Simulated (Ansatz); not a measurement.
Cu Kα1 powder pattern (kinematic, no thermal factors).
2θ (°) (relative intensity): 26.97 (44), 30.02 (100), 40.79 (89), 53.31 (21), 55.59 (6), 60.74 (29), 62.39 (13), 64.47 (24), 69.23 (20), 80.64 (13), 86.51 (11), 88.37 (11), 88.77 (2)

The pattern is computed from a structure relaxed with Ansatz, DFT PBE, scalar-relativistic, plane waves, PAW. No spin polarisation. Its elements are Bi.

**Question.** Give the structure.

**Answer.** Bi.
Space group P6/mmm (No. 191). a = 3.434 Å, b = 3.434 Å, c = 3.304 Å, α = 90.00°, β = 90.00°, γ = 120.00°
```csv
atom,site,symmetry,x,y,z
Bi,1b,6/mmm,0.0000,0.0000,0.5000
```

A pattern alone doesn't exclude other cells with like lines; this is the one computed.

The cell was found from a structure generator's guess, not taken from experiment.
